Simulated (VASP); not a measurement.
# InP (F-43m) in VASP: a series of runs

InP is run at these levels: PBEsol; tasks: single point.

Program: VASP 6.6.1. These are calculated values, not measurements. Logs are shortened: lines on timing, memory, paths and dates and some standing lists are left out, and cuts for length are marked.

**The experiment to reproduce.**

A printed reference work, data compilation reports, for a bulk crystal of InP at 1.6 K: band gap 1.4236 eV (direct).

How close the calculation comes is told below.

**1. The cell of the first run**

The structure is cubic, space group F-43m (No. 216). The conventional cell has a = 5.963 Å, b = 5.963 Å, c = 5.963 Å, α = 90.00°, β = 90.00°, γ = 90.00°. In (site symmetry -43m) has 4 P at 2.58 Å within 3.4 Å. P (site symmetry -43m) has 4 In at 2.58 Å within 3.4 Å.

**2. Single point, PBEsol**

Contents of INCAR:

```
PREC = Accurate ; ENCUT = 520
EDIFF = 1E-6 ; ISMEAR = 0
SIGMA = 0.01 ; LREAL = F
LASPH = T ; NELM = 100
ALGO = Normal ; ISIF = 2
LWAVE = F ; LCHARG = F
GGA = PS ; NBANDS = 16
```

Contents of KPOINTS:

```
regular mesh
0
Gamma
  6 6 6
```

Contents of POSCAR:

```
InP
1.0
    0.0000000000      2.9816980984      2.9816980984
    2.9816980984      0.0000000000      2.9816980984
    2.9816980984      2.9816980984      0.0000000000
In P
1 1
Direct
    0.0000000000      0.0000000000      0.0000000000
    0.2500000000      0.2500000000      0.2500000000
```

Potentials or basis: VASP PAW PBE potentials, release 64 (In_d, P).

Run with:

```
$ cat potpaw_PBE.64/In_d/POTCAR potpaw_PBE.64/P/POTCAR > POTCAR
$ mpirun -np 1 vasp_std > vasp.out
```

OUTCAR:

```text
PREC = Accurate
   ENCUT = 520
   EDIFF = 1E-6
   ISMEAR = 0
   LREAL = F
   LASPH = T
   NELM = 100
   ISIF = 2
   GGA = PS

 ion  position               nearest neighbor table
   1  0.000  0.000  0.000-   2 2.58   2 2.58   2 2.58   2 2.58
   2  0.250  0.250  0.250-   1 2.58   1 2.58   1 2.58   1 2.58

  LATTYP: Found a face centered cubic cell.
 ALAT       =     5.9633961968

  Lattice vectors:

 A1 = (   0.0000000000,   2.9816980984,   2.9816980984)
 A2 = (   2.9816980984,   0.0000000000,   2.9816980984)
 A3 = (   2.9816980984,   2.9816980984,   0.0000000000)

Analysis of symmetry for initial positions (statically):
=====================================================================
 Subroutine PRICEL returns:
 Original cell was already a primitive cell.

 Routine SETGRP: Setting up the symmetry group for a
 face centered cubic supercell.

 Subroutine GETGRP returns: Found 24 space group operations
 (whereof 24 operations were pure point group operations)
 out of a pool of 48 trial point group operations.

The static configuration has the point symmetry T_d .

Analysis of symmetry for dynamics (positions and initial velocities):
=====================================================================
 Subroutine PRICEL returns:
 Original cell was already a primitive cell.

 Routine SETGRP: Setting up the symmetry group for a
 face centered cubic supercell.

 Subroutine GETGRP returns: Found 24 space group operations
 (whereof 24 operations were pure point group operations)
 out of a pool of 48 trial point group operations.

The dynamic configuration has the point symmetry T_d .

 Subroutine INISYM returns: Found 24 space group operations
 (whereof 24 operations are pure point group operations),
 and found     1 'primitive' translations

----------------------------------------------------------------------------------------

                                     Primitive cell

  volume of cell :      53.0177

  direct lattice vectors                    reciprocal lattice vectors
     0.000000000  2.981698098  2.981698098    -0.167689680  0.167689680  0.167689680
     2.981698098  0.000000000  2.981698098     0.167689680 -0.167689680  0.167689680
     2.981698098  2.981698098  0.000000000     0.167689680  0.167689680 -0.167689680

  length of vectors
     4.216757890  4.216757890  4.216757890     0.290447046  0.290447046  0.290447046

[... 69 lines left out ...]
   ENCUT  =  520.0 eV  38.22 Ry    6.18 a.u.   7.84  7.84  7.84*2*pi/ulx,y,z
   NELM   =    100;   NELMIN=  2; NELMDL= -5     # of ELM steps
   EDIFF  = 0.1E-05   stopping-criterion for ELM
   LREAL  =      F    real-space projection
   EDIFFG = 0.1E-04   stopping-criterion for IOM
   NSW    =      0    number of steps for IOM
   IBRION =     -1    ionic relax: 0-MD 1-quasi-New 2-CG
   NFREE  =      0    steps in history (QN), initial steepest desc. (CG)
   ISIF   =      2    stress and relaxation
   ISYM   =      2    0-nonsym 1-usesym 2-fastsym
   POTIM  = 0.5000    time-step for ionic-motion
   TEBEG  =    0.0;   TEEND  =   0.0 temperature during run
   PSTRESS=    0.0 pullay stress
   NELECT =      18.0000    total number of electrons
   NUPDOWN=      -1.0000    fix difference up-down
   EMIN   =  10.00;   EMAX   =-10.00  energy-range for DOS
   EFERMI =   0.00;   METHOD = LEGACY
   ISMEAR =     0;   SIGMA  =   0.01  broadening in eV -4-tet -1-fermi 0-gaus
   EFERMI_NEDOS =   21; number of points for ismear=-14 and -15
   IALGO  =     38    algorithm
   IMIX   =      4    mixing-type and parameters
     AMIX     =   0.40;   BMIX     =  1.00
     AMIX_MAG =   1.60;   BMIX_MAG =  1.00
  volume/ion in A,a.u.               =      26.51       178.89
  Fermi-wavevector in a.u.,A,eV,Ry     =   1.142068  2.158196 17.746345  1.304320
  Thomas-Fermi vector in A             =   2.278767
   LORBIT       =      0    0 simple, 1 ext, 2 COOP (PROOUT), +10 PAW based schemes
   GGA     = PS    functional components
   LHFCALC =     F    Hartree Fock is set to
   AEXX    =    0.0000 exact exchange contribution
   IVDW    =     0    specifies the selected vdW correction
   LEPSILON=     F    determine dielectric tensor
   LRPA    =     F    only Hartree local field effects (RPA)
 non-spin polarized calculation
 Gauss-broadening in eV      SIGMA  =   0.01
  energy-cutoff  :      520.00
  volume of cell :       53.02
 maximum number of plane-waves:      1458
   NGX = 15   NGY = 15   NGZ = 15

 number of electron      18.0000004 magnetization

 Free energy of the ion-electron system (eV)
  ---------------------------------------------------
  ext. energy  EPLUGINS =         0.00000000
  ---------------------------------------------------
  free energy    TOTEN  =        -9.12445520 eV

  energy without entropy =       -9.12445520  energy(sigma->0) =       -9.12445520

 E-fermi :   4.5901     XC(G=0):  -9.2496

 val. band max:        4.5462510073   @ k =   0.0000   0.0000   0.0000
 cond. band min:       4.8789930919   @ k =   0.0000   0.0000   0.0000
 fundamental gap:      0.3327420846
 Fermi energy:         4.5900727313

 k-point     1 :       0.0000    0.0000    0.0000
  band No.  band energies     occupation
      1      -9.5146      2.00000
      2      -9.5146      2.00000
      3      -9.5146      2.00000
      4      -9.3849      2.00000
      5      -9.3849      2.00000
      6      -6.6567      2.00000
[... 281 lines left out ...]
      3      -9.4323      2.00000
      4      -9.4087      2.00000
      5      -9.3663      2.00000
      6      -4.4177      2.00000
[... 8 lines left out ...]
     15      15.5856      0.00000
     16      16.2388      0.00000

------------------------ aborting loop because EDIFF is reached ----------------------------------------

  FORCE on cell =-STRESS in cart. coord.  units (eV):
  Direction    XX          YY          ZZ          XY          YZ          ZX
  --------------------------------------------------------------------------------------
  -------------------------------------------------------------------------------------
  Total       -0.8717521     -0.8717521     -0.8717521      0.0000000     -0.0000000      0.0000000
  in kB      -26.3440510    -26.3440510    -26.3440510      0.0000000     -0.0000000      0.0000000
  external PRESSURE =     -26.3440510 kB  Pullay stress =       0.0000000 kB

 VOLUME and BASIS-vectors are now :
 -----------------------------------------------------------------------------
  energy-cutoff  :      520.00
  volume of cell :       53.02
      direct lattice vectors                 reciprocal lattice vectors
     0.000000000  2.981698098  2.981698098    -0.167689680  0.167689680  0.167689680
     2.981698098  0.000000000  2.981698098     0.167689680 -0.167689680  0.167689680
     2.981698098  2.981698098  0.000000000     0.167689680  0.167689680 -0.167689680

 POSITION                                       TOTAL-FORCE (eV/Angst)
 -----------------------------------------------------------------------------------
      0.00000      0.00000      0.00000        -0.000000     -0.000000      0.000000
      1.49085      1.49085      1.49085         0.000000      0.000000     -0.000000
 -----------------------------------------------------------------------------------
    total drift:                               -0.000000     -0.000000     -0.000000

  FREE ENERGIE OF THE ION-ELECTRON SYSTEM (eV)
  ---------------------------------------------------
  free  energy   TOTEN  =        -9.1244551981 eV

  energy  without entropy=       -9.1244551981  energy(sigma->0) =       -9.12445520
```

OSZICAR:

```text
N       E                     dE             d eps       ncg     rms          rms(c)
DAV:   1     0.114994315638E+03    0.11499E+03   -0.84876E+03   528   0.126E+03
DAV:   2    -0.184225319584E+01   -0.11684E+03   -0.11209E+03   568   0.309E+02
DAV:   3    -0.930068478532E+01   -0.74584E+01   -0.74276E+01   664   0.754E+01
DAV:   4    -0.950175313643E+01   -0.20107E+00   -0.20100E+00   664   0.135E+01
DAV:   5    -0.951216735762E+01   -0.10414E-01   -0.10414E-01   736   0.264E+00    0.505E+00
DAV:   6    -0.915697085473E+01    0.35520E+00   -0.56472E-01   800   0.126E+01    0.294E+00
DAV:   7    -0.912660157837E+01    0.30369E-01   -0.12374E-01   744   0.301E+00    0.105E+00
DAV:   8    -0.912410025693E+01    0.25013E-02   -0.12734E-02   616   0.126E+00    0.263E-01
DAV:   9    -0.912436462606E+01   -0.26437E-03   -0.11263E-03   672   0.365E-01    0.137E-01
DAV:  10    -0.912442531862E+01   -0.60693E-04   -0.14158E-04   728   0.124E-01    0.843E-02
DAV:  11    -0.912445583178E+01   -0.30513E-04   -0.45474E-05   584   0.707E-02    0.314E-02
DAV:  12    -0.912445519811E+01    0.63367E-06   -0.42919E-06   600   0.209E-02
   1 F= -.91244552E+01 E0= -.91244552E+01  d E =-.358187E-12
```

It took 28 s on 1 thread of AMD EPYC 7R43 (Zen 3), shared host; peak memory 0.15 GiB.

What came out:

| Item | Value |
| --- | --- |
| Free energy | -9.1245 eV |
| Pressure | -2.6 GPa |
| Band gap on the k mesh | 0.33 eV, direct |

Caveat: the PAW data sets were made with another functional, which shifts forces and pressure a little; spin-orbit coupling is left out, which moves the levels of the heavy elements.

**3. Single point, PBEsol**

This run uses another cell than the first one, of 27.18 Å³/atom, 1.025 times its volume.

INCAR, as its differences from that of step 2:

```diff
@@ -3,3 +3,3 @@
 SIGMA = 0.01 ; LREAL = F
-LASPH = T ; NELM = 100
+LASPH = T ; NELM = 60
 ALGO = Normal ; ISIF = 2
```

Contents of KPOINTS:

```
Automatic mesh
0
Gamma
  6 6 6
```

Contents of POSCAR:

```
InP
1.0
    0.0000000000      3.0066507070      3.0066507070
    3.0066507070      0.0000000000      3.0066507070
    3.0066507070      3.0066507070      0.0000000000
In P
1 1
Direct
    0.0000000000      0.0000000000      0.0000000000
    0.2500000000      0.2500000000      0.2500000000
```

Potentials or basis: VASP PAW PBE potentials, release 64 (In_d, P).

Run with:

```
$ cat potpaw_PBE.64/In_d/POTCAR potpaw_PBE.64/P/POTCAR > POTCAR
$ mpirun -np 1 vasp_std > vasp.out
```

It took 26 s on 1 thread of AMD EPYC 7R43 (Zen 3), shared host; peak memory 0.13 GiB.

It converged, with:

| Property | Result |
| --- | --- |
| Free energy | -9.0974 eV |
| Pressure | -3.9 GPa |
| Band gap on the k mesh | 0.20 eV, direct |

Levels at points of the mesh, in eV from the valence-band top:
```csv
k point,band 7,band 8,band 9,band 10,band 11,band 12
"(0.00, 0.00, 0.00)",0.00,0.00,0.00,0.20,4.00,4.00
"(0.50, 0.00, 0.00)",-5.42,-0.88,-0.88,1.21,4.71,4.71
"(0.50, 0.50, 0.00)",-5.50,-2.11,-2.11,1.75,2.15,8.63
```

Caveat: the PAW data sets were made with another functional, which shifts forces and pressure a little; spin-orbit coupling is left out, which moves the levels of the heavy elements.

**4. Against experiment**

Step 2. Measured gap of InP: 1.4236 eV (direct; 1.6 K; a printed reference work, data compilation). This calculation gives 0.33 eV (-1.09 eV). So large a miss can be the level of theory's own, or it may mean another phase, state or a wrong row. Spin-orbit coupling on In is left out. The value is that of PBEsol, without temperature or zero-point motion. Semilocal functionals fall short of measured gaps as a rule.
